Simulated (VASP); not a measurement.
# CaSe (Fm-3m) in VASP: notebook

Aim: see how the results for CaSe move with the level of theory and the settings. Levels: PBE, LDA. Tasks: single point.

Program: VASP 6.6.1. These are calculated values, not measurements. Logs are shortened: lines on timing, memory, paths and dates and some standing lists are left out, and cuts for length are marked.

**The experiment to reproduce.**

A printed reference work, monograph, original work of 1988 reports, for a bulk crystal of CaSe at 2 K: band gap 3.85 eV (indirect).

The runs below are set against these values where they give the same quantity.

### Step 1. The cell of the first run

It takes space group Fm-3m (No. 225, cubic). The conventional cell has a = 5.935 Å, b = 5.935 Å, c = 5.935 Å, α = 90.00°, β = 90.00°, γ = 90.00°. Ca (site symmetry m-3m) has 6 Se at 2.97 Å within 3.9 Å. Se (site symmetry m-3m) has 6 Ca at 2.97 Å within 3.9 Å.

### Step 2. Single point, PBE

INCAR

```
ALGO = Normal
EDIFF = 1E-6
ENCUT = 520
GGA = PE
ISIF = 2
ISMEAR = 0
LASPH = T
LCHARG = T
LELF = T
LREAL = F
LVHAR = T
LWAVE = F
NBANDS = 15
NELM = 80
PREC = Accurate
SIGMA = 0.01
```

KPOINTS

```
k-points
0
Gamma
  4 4 4
```

POSCAR

```
CaSe
1.0
    0.0000000000      2.9675306062      2.9675306062
    2.9675306062      0.0000000000      2.9675306062
    2.9675306062      2.9675306062      0.0000000000
Ca Se
1 1
Direct
    0.0000000000      0.0000000000      0.0000000000
    0.5000000000      0.5000000000      0.5000000000
```

Potentials or basis: VASP PAW PBE potentials, release 64 (Ca_sv, Se).

Started as:

```sh
cat potpaw_PBE.64/Ca_sv/POTCAR potpaw_PBE.64/Se/POTCAR > POTCAR
mpirun -np 1 vasp_std > vasp.out
```

OUTCAR:

```text
EDIFF = 1E-6
   ENCUT = 520
   GGA = PE
   ISIF = 2
   ISMEAR = 0
   LASPH = T
   LREAL = F
   NELM = 80
   PREC = Accurate

 ion  position               nearest neighbor table
   1  0.000  0.000  0.000-   2 2.97   2 2.97   2 2.97   2 2.97   2 2.97   2 2.97
   2  0.500  0.500  0.500-   1 2.97   1 2.97   1 2.97   1 2.97   1 2.97   1 2.97

  LATTYP: Found a face centered cubic cell.
 ALAT       =     5.9350612124

  Lattice vectors:

 A1 = (   0.0000000000,   2.9675306062,   2.9675306062)
 A2 = (   2.9675306062,   0.0000000000,   2.9675306062)
 A3 = (   2.9675306062,   2.9675306062,   0.0000000000)

Analysis of symmetry for initial positions (statically):
=====================================================================
 Subroutine PRICEL returns:
 Original cell was already a primitive cell.

 Routine SETGRP: Setting up the symmetry group for a
 face centered cubic supercell.

 Subroutine GETGRP returns: Found 48 space group operations
 (whereof 48 operations were pure point group operations)
 out of a pool of 48 trial point group operations.

The static configuration has the point symmetry O_h .

Analysis of symmetry for dynamics (positions and initial velocities):
=====================================================================
 Subroutine PRICEL returns:
 Original cell was already a primitive cell.

 Routine SETGRP: Setting up the symmetry group for a
 face centered cubic supercell.

 Subroutine GETGRP returns: Found 48 space group operations
 (whereof 48 operations were pure point group operations)
 out of a pool of 48 trial point group operations.

The dynamic configuration has the point symmetry O_h .

 Subroutine INISYM returns: Found 48 space group operations
 (whereof 48 operations are pure point group operations),
 and found     1 'primitive' translations

----------------------------------------------------------------------------------------

                                     Primitive cell

  volume of cell :      52.2656

  direct lattice vectors                    reciprocal lattice vectors
     0.000000000  2.967530606  2.967530606    -0.168490259  0.168490259  0.168490259
     2.967530606  0.000000000  2.967530606     0.168490259 -0.168490259  0.168490259
     2.967530606  2.967530606  0.000000000     0.168490259  0.168490259 -0.168490259

  length of vectors
     4.196722030  4.196722030  4.196722030     0.291833689  0.291833689  0.291833689

  position of ions in fractional coordinates (direct lattice)
     0.000000000  0.000000000  0.000000000
     0.500000000  0.500000000  0.500000000

  ion indices of the primitive-cell ions
   primitive index   ion index
                 1           1
                 2           2

----------------------------------------------------------------------------------------

 KPOINTS: k-points

Automatic generation of k-mesh.
 Grid dimensions read from file:
 generate k-points for:    4    4    4

 Generating k-lattice:

  Cartesian coordinates                     Fractional coordinates (reciprocal lattice)
    -0.042122565  0.042122565  0.042122565     0.250000000  0.000000000  0.000000000
     0.042122565 -0.042122565  0.042122565     0.000000000  0.250000000  0.000000000
     0.042122565  0.042122565 -0.042122565     0.000000000  0.000000000  0.250000000

  Length of vectors
     0.072958422  0.072958422  0.072958422

  Shift w.r.t. Gamma in fractional coordinates (k-lattice)
     0.000000000  0.000000000  0.000000000

 Subroutine IBZKPT returns following result:
 ===========================================

 Found      8 irreducible k-points:

 Following reciprocal coordinates:
            Coordinates               Weight
  0.000000  0.000000  0.000000      1.000000
  0.250000  0.000000  0.000000      8.000000
  0.500000  0.000000  0.000000      4.000000
  0.250000  0.250000  0.000000      6.000000
  0.500000  0.250000  0.000000     24.000000
 -0.250000  0.250000  0.000000     12.000000
  0.500000  0.500000  0.000000      3.000000
 -0.250000  0.500000  0.250000      6.000000
   k-points           NKPTS =      8   k-points in BZ     NKDIM =      8   number of bands    NBANDS=     15
   number of dos      NEDOS =    301   number of ions     NIONS =      2
   total plane-waves  NPLWV =  32768
   dimension x,y,z NGX =    32 NGY =   32 NGZ =   32
   dimension x,y,z NGXF=    64 NGYF=   64 NGZF=   64
   ions per type =               1   1
   NGX,Y,Z   is equivalent  to a cutoff of  12.68, 12.68, 12.68 a.u.
   NGXF,Y,Z  is equivalent  to a cutoff of  25.35, 25.35, 25.35 a.u.
 SYSTEM =  unknown system
   PREC   = accura    normal or accurate (medium, high low for compatibility)
   ISTART =      0    job   : 0-new  1-cont  2-samecut
   ICHARG =      2    charge: 1-file 2-atom 10-const
   ISPIN  =      1    spin polarized calculation?
   LNONCOLLINEAR =      F non collinear calculations
   LSORBIT =      F    spin-orbit coupling
   LASPH  =      T    aspherical Exc in radial PAW
   ENCUT  =  520.0 eV  38.22 Ry    6.18 a.u.   7.80  7.80  7.80*2*pi/ulx,y,z
   NELM   =     80;   NELMIN=  2; NELMDL= -5     # of ELM steps
   EDIFF  = 0.1E-05   stopping-criterion for ELM
   LREAL  =      F    real-space projection
   EDIFFG = 0.1E-04   stopping-criterion for IOM
   NSW    =      0    number of steps for IOM
   IBRION =     -1    ionic relax: 0-MD 1-quasi-New 2-CG
   NFREE  =      0    steps in history (QN), initial steepest desc. (CG)
   ISIF   =      2    stress and relaxation
   ISYM   =      2    0-nonsym 1-usesym 2-fastsym
   POTIM  = 0.5000    time-step for ionic-motion
   TEBEG  =    0.0;   TEEND  =   0.0 temperature during run
   PSTRESS=    0.0 pullay stress
   NELECT =      16.0000    total number of electrons
   NUPDOWN=      -1.0000    fix difference up-down
   EMIN   =  10.00;   EMAX   =-10.00  energy-range for DOS
   EFERMI =   0.00;   METHOD = LEGACY
   ISMEAR =     0;   SIGMA  =   0.01  broadening in eV -4-tet -1-fermi 0-gaus
   EFERMI_NEDOS =   21; number of points for ismear=-14 and -15
   IALGO  =     38    algorithm
   IMIX   =      4    mixing-type and parameters
     AMIX     =   0.40;   BMIX     =  1.00
     AMIX_MAG =   1.60;   BMIX_MAG =  1.00
  volume/ion in A,a.u.               =      26.13       176.35
  Fermi-wavevector in a.u.,A,eV,Ry     =   1.103341  2.085012 16.563196  1.217361
  Thomas-Fermi vector in A             =   2.239797
   LORBIT       =      0    0 simple, 1 ext, 2 COOP (PROOUT), +10 PAW based schemes
   GGA     = PE    functional components
   LHFCALC =     F    Hartree Fock is set to
   AEXX    =    0.0000 exact exchange contribution
   IVDW    =     0    specifies the selected vdW correction
   LEPSILON=     F    determine dielectric tensor
   LRPA    =     F    only Hartree local field effects (RPA)
 non-spin polarized calculation
 Gauss-broadening in eV      SIGMA  =   0.01
  energy-cutoff  :      520.00
  volume of cell :       52.27
 maximum number of plane-waves:      1424
   NGX = 15   NGY = 15   NGZ = 15

 number of electron      15.9999997 magnetization

 Free energy of the ion-electron system (eV)
  ---------------------------------------------------
  ext. energy  EPLUGINS =         0.00000000
  ---------------------------------------------------
  free energy    TOTEN  =        -9.46814029 eV

  energy without entropy =       -9.46814029  energy(sigma->0) =       -9.46814029

 E-fermi :   2.5585     XC(G=0):  -9.1088

 val. band max:        2.3894972774   @ k =   0.0000   0.0000   0.0000
 cond. band min:       4.4271848662   @ k =   0.5000   0.5000   0.0000
 fundamental gap:      2.0376875887
 Fermi energy:         2.5584531716

 k-point     1 :       0.0000    0.0000    0.0000
  band No.  band energies     occupation
      1     -37.4065      2.00000
      2     -18.3984      2.00000
      3     -18.3984      2.00000
      4     -18.3984      2.00000
      5      -9.3726      2.00000
      6       2.3895      2.00000
      7       2.3895      2.00000
      8       2.3895      2.00000
      9       5.6731      0.00000
     10       6.0871      0.00000
     11       6.0871      0.00000
     12       6.0871      0.00000
     13       6.6451      0.00000
     14       6.6451      0.00000
     15      12.0842      0.00000

 k-point     2 :       0.2500    0.0000    0.0000
  band No.  band energies     occupation
      1     -37.4033      2.00000
      2     -18.4536      2.00000
      3     -18.4022      2.00000
      4     -18.4022      2.00000
      5      -9.0522      2.00000
      6       0.4045      2.00000
      7       1.7000      2.00000
      8       1.7000      2.00000
      9       6.0977      0.00000
     10       6.8057      0.00000
     11       6.8057      0.00000
     12       8.0231      0.00000
     13       8.0231      0.00000
     14       8.0642      0.00000
     15      11.7347      0.00000

 k-point     3 :       0.5000    0.0000    0.0000
  band No.  band energies     occupation
      1     -37.4001      2.00000
      2     -18.5073      2.00000
      3     -18.4059      2.00000
      4     -18.4059      2.00000
      5      -8.6932      2.00000
      6      -0.8604      2.00000
      7       1.2097      2.00000
      8       1.2097      2.00000
      9       6.8843      0.00000
     10       7.8287      0.00000
     11       7.8574      0.00000
     12       7.8574      0.00000
     13       9.8360      0.00000
     14       9.8360      0.00000
     15      10.4281      0.00000
[... 55 lines left out ...]
 k-point     7 :       0.5000    0.5000    0.0000
  band No.  band energies     occupation
      1     -37.3980      2.00000
      2     -18.4772      2.00000
      3     -18.4301      2.00000
      4     -18.4301      2.00000
      5      -8.8039      2.00000
      6      -0.1082      2.00000
      7       1.4636      2.00000
      8       1.4636      2.00000
      9       4.4272      0.00000
     10       7.3870      0.00000
     11       7.3995      0.00000
     12       8.3605      0.00000
     13       8.3838      0.00000
     14       8.3838      0.00000
     15      12.4510      0.00000

 k-point     8 :      -0.2500    0.5000    0.2500
  band No.  band energies     occupation
      1     -37.3980      2.00000
      2     -18.4536      2.00000
      3     -18.4536      2.00000
      4     -18.4362      2.00000
      5      -8.7175      2.00000
      6       0.4279      2.00000
      7       0.4279      2.00000
      8       0.7334      2.00000
      9       6.7722      0.00000
     10       6.7722      0.00000
     11       7.5935      0.00000
     12       8.0761      0.00000
     13       8.3894      0.00000
     14      10.9227      0.00000
     15      11.3205      0.00000

------------------------ aborting loop because EDIFF is reached ----------------------------------------

  FORCE on cell =-STRESS in cart. coord.  units (eV):
  Direction    XX          YY          ZZ          XY          YZ          ZX
  --------------------------------------------------------------------------------------
  -------------------------------------------------------------------------------------
  Total        0.2790894      0.2790894      0.2790894     -0.0000000     -0.0000000      0.0000000
  in kB        8.5553609      8.5553609      8.5553609     -0.0000000     -0.0000000      0.0000000
  external PRESSURE =       8.5553609 kB  Pullay stress =       0.0000000 kB

 VOLUME and BASIS-vectors are now :
 -----------------------------------------------------------------------------
  energy-cutoff  :      520.00
  volume of cell :       52.27
      direct lattice vectors                 reciprocal lattice vectors
     0.000000000  2.967530606  2.967530606    -0.168490259  0.168490259  0.168490259
     2.967530606  0.000000000  2.967530606     0.168490259 -0.168490259  0.168490259
     2.967530606  2.967530606  0.000000000     0.168490259  0.168490259 -0.168490259

 POSITION                                       TOTAL-FORCE (eV/Angst)
 -----------------------------------------------------------------------------------
      0.00000      0.00000      0.00000        -0.000000     -0.000000      0.000000
      2.96753      2.96753      2.96753         0.000000      0.000000     -0.000000
 -----------------------------------------------------------------------------------
    total drift:                                0.000000     -0.000000     -0.000000

  FREE ENERGIE OF THE ION-ELECTRON SYSTEM (eV)
  ---------------------------------------------------
  free  energy   TOTEN  =        -9.4681402854 eV

  energy  without entropy=       -9.4681402854  energy(sigma->0) =       -9.46814029
```

Wall time 5.9 s (1 thread of Intel Xeon Platinum 8488C (Sapphire Rapids), shared host); peak memory 0.17 GiB.

What came out:

| Item | Value |
| --- | --- |
| Free energy | -9.4681 eV |
| Pressure | 0.9 GPa |
| Band gap on the k mesh | 2.04 eV, indirect (least direct gap 2.96 eV) |

Caveat: the k points lie up to 0.46 Å⁻¹ apart.

### Step 3. Single point, LDA

This run uses another cell than the first one, of 24.29 Å³/atom, 0.929 times its volume.

INCAR

```
PREC     = Accurate       # precision mode
ENCUT    = 520            # plane-wave cutoff, eV
EDIFF    = 1E-6           # SCF threshold, eV
ISMEAR   = -1             # smearing method
SIGMA    = 0.02           # smearing width, eV
LREAL    = False          # projectors in reciprocal space
LASPH    = True           # aspherical terms in the spheres
NELM     = 100            # most SCF steps
ALGO     = Normal         # electronic algorithm
ISIF     = 2              # what is computed and relaxed
LWAVE    = False          # write WAVECAR
LCHARG   = True           # write CHGCAR
LELF     = True           # ELF
LVHAR    = True         
NBANDS   = 15             # bands
```

KPOINTS

```
regular mesh
0
Gamma
  6 6 6
```

POSCAR

```
CaSe
1.0
    0.0000000000      2.8960147269      2.8960147269
    2.8960147269      0.0000000000      2.8960147269
    2.8960147269      2.8960147269      0.0000000000
Ca Se
1 1
Direct
    0.0000000000      0.0000000000      0.0000000000
    0.5000000000      0.5000000000      0.5000000000
```

Potentials or basis: VASP PAW LDA potentials, release 64 (Ca_sv, Se).

Started as:

```sh
cat potpaw_LDA.64/Ca_sv/POTCAR potpaw_LDA.64/Se/POTCAR > POTCAR
mpirun -np 1 vasp_std > vasp.out
```

Run time: 6.8 s. Hardware: 1 thread of Intel Xeon Platinum 8488C (Sapphire Rapids), shared host; peak memory 0.15 GiB.

It converged, with:

* Free energy: -10.5824 eV
* Pressure: 0.3 GPa
* Band gap on the k mesh: 1.70 eV, indirect (least direct gap 2.70 eV)

Levels at points of the mesh, in eV from the valence-band top:
```csv
k point,band 4,band 5,band 6,band 7,band 8,band 9,band 10,band 11,band 12,band 13
"(0.00, 0.00, 0.00)",-20.40,-12.07,0.00,0.00,0.00,3.46,3.51,3.51,3.51,4.18
"(0.50, 0.00, 0.00)",-20.41,-11.23,-3.59,-1.37,-1.37,4.48,5.49,5.49,5.49,7.81
"(0.50, 0.50, 0.00)",-20.45,-11.41,-2.71,-1.00,-1.00,1.70,5.03,5.12,6.09,6.09
```

### Step 4. Comparison with measurements

Step 3. Measured gap of CaSe: 3.85 eV (indirect; 2 K; a printed reference work, monograph, original work of 1988). This calculation gives 1.70 eV (-2.15 eV). So large a miss can be the level of theory's own, or it may mean another phase, state or a wrong row. Spin-orbit coupling on Se is left out. The value is that of LDA on a finite k mesh, which can miss the band edges, without temperature or zero-point motion. Semilocal functionals fall short of measured gaps as a rule.
